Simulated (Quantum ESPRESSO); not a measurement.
# AlN (Fm-3m) in Quantum ESPRESSO: single point with PBE

Aim: the single point of AlN with PBE.

All numbers are computed with Quantum ESPRESSO 7.5; they aren't measurements. Logs are shortened: lines on timing, memory, paths and dates and some standing lists are left out, and cuts for length are marked.

### 1 Starting point

It takes space group Fm-3m (No. 225, cubic). The conventional cell has a = 4.069 Å, b = 4.069 Å, c = 4.069 Å, α = 90.00°, β = 90.00°, γ = 90.00°. Al (site symmetry m-3m) has 6 N at 2.03 Å as nearest neighbours. N (site symmetry m-3m) has 6 Al at 2.03 Å as nearest neighbours.

Measurements of this composition are mostly on another form, of space group No. 186.

### 2 Single point, PBE

The input, scf.in:

```
&CONTROL
  calculation = 'scf'
  prefix = 'pwscf'
  outdir = './tmp'
  pseudo_dir = './pseudo'
/
&SYSTEM
  ibrav = 0
  nat = 2
  ntyp = 2
  ecutwfc = 84
  nbnd = 9
  occupations = 'smearing'
  smearing = 'fd'
  degauss = 0.00367493
  force_symmorphic = .true.
/
&ELECTRONS
  conv_thr = 4d-10
  electron_maxstep = 120
  mixing_beta = 0.5
/
ATOMIC_SPECIES
Al    26.9815 Al.upf
N     14.0070 N.upf
CELL_PARAMETERS angstrom
   0.0000000000    2.0345180000    2.0345180000
   2.0345180000    0.0000000000    2.0345180000
   2.0345180000    2.0345180000    0.0000000000
ATOMIC_POSITIONS crystal
Al     0.5000000000    0.5000000000    0.5000000000
N      0.0000000000    0.0000000000    0.0000000000
K_POINTS automatic
12 12 12 0 0 0
```

The input, nscf.in:

```
&CONTROL
  calculation = 'nscf'
  prefix = 'pwscf'
  outdir = './tmp'
  pseudo_dir = './pseudo'
/
&SYSTEM
  ibrav = 0
  nat = 2
  ntyp = 2
  ecutwfc = 84
  nbnd = 154
  occupations = 'fixed'
  force_symmorphic = .true.
/
&ELECTRONS
  conv_thr = 1d-08
  diago_full_acc = .true.
  diago_thr_init = 1d-06
/
ATOMIC_SPECIES
Al    26.9815 Al.upf
N     14.0070 N.upf
CELL_PARAMETERS angstrom
   0.0000000000    2.0345180000    2.0345180000
   2.0345180000    0.0000000000    2.0345180000
   2.0345180000    2.0345180000    0.0000000000
ATOMIC_POSITIONS crystal
Al     0.5000000000    0.5000000000    0.5000000000
N      0.0000000000    0.0000000000    0.0000000000
K_POINTS automatic
4 4 4 0 0 0
```

Potentials or basis: PseudoDojo 0.4.1 SR PBE standard.

Command:

```console
$ OMP_NUM_THREADS=1 pw.x -in scf.in > scf.out
$ OMP_NUM_THREADS=1 pw.x -in nscf.in > nscf.out
```

scf.out:

```text
This program is part of the open-source Quantum ESPRESSO suite
     for quantum simulation of materials; please cite
[... 9 lines left out ...]
     --------------------
     sticks:   dense  smooth     PW     G-vecs:    dense   smooth      PW
     Sum         673     673    211                11791    11791    2085

     Using Slab Decomposition

     bravais-lattice index     =            0
     lattice parameter (alat)  =       5.4372  a.u.
     unit-cell volume          =     113.6609 (a.u.)^3
     number of atoms/cell      =            2
     number of atomic types    =            2
     number of electrons       =         8.00
     number of Kohn-Sham states=            9
     kinetic-energy cutoff     =      84.0000  Ry
     charge density cutoff     =     336.0000  Ry
     scf convergence threshold =      4.0E-10
     mixing beta               =       0.5000
     number of iterations used =            8  plain     mixing
     Exchange-correlation= PBE
                           (   1   4   3   4   0   0   0)

     celldm(1)=   5.437201  celldm(2)=   0.000000  celldm(3)=   0.000000
     celldm(4)=   0.000000  celldm(5)=   0.000000  celldm(6)=   0.000000

[... 8 lines left out ...]
               b(3) = (  0.707107  0.707107 -0.707107 )

     PseudoPot. # 1 for Al read from file:
     Al.upf
     Pseudo is Norm-conserving + core correction, Zval =  3.0
     Generated using ONCVPSP code by D. R. Hamann
     Using radial grid of 1876 points,  6 beta functions with:
                l(1) =   0
                l(2) =   0
                l(3) =   1
                l(4) =   1
                l(5) =   2
                l(6) =   2

     PseudoPot. # 2 for N  read from file:
     N.upf
     Pseudo is Norm-conserving + core correction, Zval =  5.0
     Generated using ONCVPSP code by D. R. Hamann
     Using radial grid of 1058 points,  4 beta functions with:
                l(1) =   0
                l(2) =   0
                l(3) =   1
                l(4) =   1

     atomic species   valence    mass     pseudopotential
     Al                3.00    26.98150     Al( 1.00)
     N                 5.00    14.00700     N ( 1.00)

     48 Sym. Ops., with inversion, found

   Cartesian axes

     site n.     atom                  positions (alat units)
         1        Al     tau(   1) = (   0.7071068   0.7071068   0.7071068  )
         2        N      tau(   2) = (   0.0000000   0.0000000   0.0000000  )

     number of k points=    72  Fermi-Dirac smearing, width (Ry)=  0.0037
                       cart. coord. in units 2pi/alat
        k(    1) = (   0.0000000   0.0000000   0.0000000), wk =   0.0011574
        k(    2) = (   0.0589256   0.0589256  -0.0589256), wk =   0.0092593
        k(    3) = (   0.1178511   0.1178511  -0.1178511), wk =   0.0092593
        k(    4) = (   0.1767767   0.1767767  -0.1767767), wk =   0.0092593
        k(    5) = (   0.2357023   0.2357023  -0.2357023), wk =   0.0092593
        k(    6) = (   0.2946278   0.2946278  -0.2946278), wk =   0.0092593
[... 64 lines left out ...]
        k(   71) = (  -0.7071068   0.2357023   0.0000000), wk =   0.0138889
        k(   72) = (  -0.7071068   0.3535534   0.0000000), wk =   0.0069444

     Dense  grid:    11791 G-vectors     FFT dimensions: (  32,  32,  32)

     Initial potential from superposition of free atoms

     starting charge       7.9975, renormalised to       8.0000
     Starting wfcs are    8 randomized atomic wfcs +    1 random wfcs

     Self-consistent Calculation

     iteration #  1     ecut=    84.00 Ry     beta= 0.50
     Davidson diagonalization with overlap
     ethr =  1.00E-02,  avg # of iterations =  5.5

     total energy              =     -25.44915218 Ry
     estimated scf accuracy    <       0.41661234 Ry

     iteration #  2     ecut=    84.00 Ry     beta= 0.50
     Davidson diagonalization with overlap
     ethr =  5.21E-03,  avg # of iterations =  1.8
[... 18 lines left out ...]
     iteration #  5     ecut=    84.00 Ry     beta= 0.50
     Davidson diagonalization with overlap
     ethr =  3.63E-06,  avg # of iterations =  3.1

     total energy              =     -25.56541276 Ry
     estimated scf accuracy    <       0.00000176 Ry

     iteration #  6     ecut=    84.00 Ry     beta= 0.50
     Davidson diagonalization with overlap
     c_bands:  1 eigenvalues not converged
     ethr =  2.19E-08,  avg # of iterations =  3.5

     total energy              =     -25.56541411 Ry
     estimated scf accuracy    <       0.00000338 Ry

     iteration #  7     ecut=    84.00 Ry     beta= 0.50
     Davidson diagonalization with overlap
     ethr =  2.19E-08,  avg # of iterations =  1.3

     total energy              =     -25.56541421 Ry
     estimated scf accuracy    <       0.00000032 Ry
[... 19 lines left out ...]
     total energy              =     -25.56541430 Ry
     estimated scf accuracy    <          6.0E-10 Ry

     iteration # 11     ecut=    84.00 Ry     beta= 0.50
     Davidson diagonalization with overlap
     ethr =  7.53E-12,  avg # of iterations =  1.9

     End of self-consistent calculation

          k = 0.0000 0.0000 0.0000 (  1459 PWs)   bands (ev):

    -6.4218  10.9406  10.9406  10.9406  16.3638  23.0927  23.0927  23.0927
    28.1486

          k = 0.0589 0.0589-0.0589 (  1459 PWs)   bands (ev):

    -6.2817  10.2096  10.8573  10.8573  16.8387  22.3818  23.3031  23.3031
    27.2960

          k = 0.1179 0.1179-0.1179 (  1453 PWs)   bands (ev):
[... 111 lines left out ...]
    -3.4932   4.1972   7.9148   9.8590  18.7242  20.6107  22.7484  22.8550
    28.4567

          k =-0.0589-0.2946 0.2946 (  1473 PWs)   bands (ev):

    -4.2712   5.5660   8.1625  10.2052  19.1072  21.1638  21.6874  23.1341
    26.4856

          k = 0.0000-0.2357 0.2357 (  1480 PWs)   bands (ev):

    -5.0062   6.9081   8.8485  10.5146  18.9754  20.7735  22.3735  23.6851
    25.0607

          k = 0.3536 0.0000 0.0000 (  1475 PWs)   bands (ev):

    -4.8335   7.1588   9.3498   9.3498  18.4578  18.4781  21.9720  25.6950
    25.6950

          k = 0.4125 0.0589-0.0589 (  1472 PWs)   bands (ev):

    -4.2465   6.1644   8.8379   9.0629  17.8851  18.3764  22.1184  25.8349
    26.4034

          k = 0.4714 0.1179-0.1179 (  1478 PWs)   bands (ev):
[... 11 lines left out ...]
    -2.6192   3.9120   6.5950   9.1345  17.7468  20.8272  22.9220  24.0516
    27.6768

          k =-0.0589-0.4125 0.4125 (  1484 PWs)   bands (ev):

    -2.9180   4.3736   6.3915   9.4556  18.3918  21.0768  22.5023  23.6365
    28.6928

          k = 0.0000-0.3536 0.3536 (  1478 PWs)   bands (ev):

    -3.5695   5.0827   6.8861   9.8462  19.2168  21.2666  21.4060  23.3612
    27.5047

          k = 0.4714 0.0000-0.0000 (  1479 PWs)   bands (ev):

    -3.7740   5.5698   8.7367   8.7367  17.0560  17.2698  23.0002  26.7686
    26.7686

          k = 0.5303 0.0589-0.0589 (  1480 PWs)   bands (ev):
[... 21 lines left out ...]
    -2.7524   4.2573   8.3358   8.3358  15.8567  16.5478  24.2164  27.5643
    27.5643

          k =-0.0589-0.6482 0.6482 (  1478 PWs)   bands (ev):

    -2.3816   3.9219   7.7507   8.2894  15.8054  16.8883  24.4356  27.3627
    27.6446

          k = 0.0000-0.5893 0.5893 (  1492 PWs)   bands (ev):

    -2.2278   4.0700   6.6340   8.4250  16.1495  18.3284  24.1645  26.4957
    27.2698

          k =-0.7071 0.0000 0.0000 (  1476 PWs)   bands (ev):

    -2.2762   3.6893   8.1974   8.1974  15.4263  16.3060  24.7354  27.8713
    27.8713

          k = 0.2357 0.1179 0.0000 (  1467 PWs)   bands (ev):

    -5.5143   8.0750   9.6980  10.4296  18.4506  20.4186  22.8201  24.5397
    24.6047

          k = 0.2946 0.1768-0.0589 (  1474 PWs)   bands (ev):

    -4.8830   6.6174   9.0860  10.1913  18.7954  20.6535  21.7401  24.0572
    25.6984

          k = 0.3536 0.2357-0.1179 (  1471 PWs)   bands (ev):
[... 6 lines left out ...]
    -3.3489   3.7064   8.5189   9.6179  18.3539  20.3704  22.8326  23.1875
    28.4195

          k =-0.2357-0.3536 0.4714 (  1480 PWs)   bands (ev):

    -3.0058   3.1655   8.4616   9.5183  18.2849  20.1859  22.7513  23.6267
    29.0056

          k = 0.3536 0.1179 0.0000 (  1473 PWs)   bands (ev):

    -4.6758   6.7019   8.9050   9.6053  18.9134  19.0963  21.5214  25.2122
    25.8136

          k = 0.4125 0.1768-0.0589 (  1475 PWs)   bands (ev):

    -3.9710   5.5371   8.2016   9.2968  18.5868  19.7727  21.2754  24.8056
    26.7607

          k =-0.2357-0.4714 0.5893 (  1478 PWs)   bands (ev):
[... 11 lines left out ...]
    -2.8798   3.8985   7.1169   9.2089  18.9457  19.9610  22.7776  23.6201
    28.9295

          k =-0.0589-0.2946 0.4125 (  1482 PWs)   bands (ev):

    -3.4827   4.8011   7.2607   9.5491  19.5520  20.0962  21.5802  23.7856
    27.6715

          k = 0.0000-0.2357 0.3536 (  1483 PWs)   bands (ev):

    -4.2272   5.8348   7.9205   9.9280  19.7668  20.4340  20.7597  24.0089
    26.3183

          k = 0.4714 0.1179-0.0000 (  1484 PWs)   bands (ev):

    -3.6491   5.4091   8.2339   8.7446  17.6390  18.0545  22.4727  26.0064
    26.9369

          k =-0.1768-0.5303 0.6482 (  1480 PWs)   bands (ev):
[... 26 lines left out ...]
    -2.3083   4.2316   6.7563   8.0431  16.7984  18.5504  23.7311  25.6305
    27.9516

          k =-0.0000-0.4714 0.5893 (  1488 PWs)   bands (ev):

    -2.2313   4.6303   5.6180   8.2846  17.2801  20.1863  23.2832  24.6207
    27.7901

          k =-0.7071 0.1179-0.0000 (  1486 PWs)   bands (ev):

    -2.2393   3.8802   7.6476   7.8830  16.1272  17.1863  24.4249  26.6444
    28.0506

          k =-0.2357-0.4714 0.7071 (  1484 PWs)   bands (ev):

    -3.3092   5.0280   7.1558   8.8755  19.0411  19.8462  21.0351  24.8068
    27.5378

          k =-0.1768-0.4125 0.6482 (  1482 PWs)   bands (ev):
[... 11 lines left out ...]
    -2.5014   4.5722   6.6662   7.8121  18.0648  19.4009  22.3818  24.9393
    28.3581

          k =-0.0589-0.4125 0.6482 (  1478 PWs)   bands (ev):

    -2.2318   4.7717   5.8274   7.6023  18.4566  20.5559  22.2510  23.8550
    28.8882

          k = 0.0000-0.3536 0.5893 (  1477 PWs)   bands (ev):

    -2.3211   4.9516   5.5267   7.8914  18.8290  21.1198  21.6114  23.7762
    29.3389

          k =-0.7071 0.2357 0.0000 (  1488 PWs)   bands (ev):

    -2.1634   4.4442   6.4987   7.3383  17.7374  19.2408  23.4046  24.3891
    28.6588

          k =-0.7071 0.3536 0.0000 (  1480 PWs)   bands (ev):

    -2.1242   5.3474   5.3474   7.0954  18.8801  21.5647  21.5647  23.0166
    29.9508

     the Fermi energy is    14.1003 ev

!    total energy              =     -25.56541430 Ry
     estimated scf accuracy    <          9.0E-12 Ry
     smearing contrib. (-TS)   =      -0.00000000 Ry
     internal energy E=F+TS    =     -25.56541430 Ry

     The total energy is F=E-TS. E is the sum of the following terms:
     one-electron contribution =       2.98483569 Ry
     hartree contribution      =       4.54711659 Ry
     xc contribution           =      -8.57293177 Ry
     ewald contribution        =     -24.52443480 Ry

     convergence has been achieved in  11 iterations

=------------------------------------------------------------------------------=
   JOB DONE.
=------------------------------------------------------------------------------=
```

Wall time 23 s (1 thread of Arm Neoverse V2, shared host); peak memory 0.05 GiB.

Results:

* Band gap on the k mesh, mean-field level: 4.49 eV, indirect (least direct gap 5.42 eV)

Caveat: the k mesh is coarse (spacing up to 0.67 Å⁻¹), so the values aren't converged. A k mesh can miss the band edges.
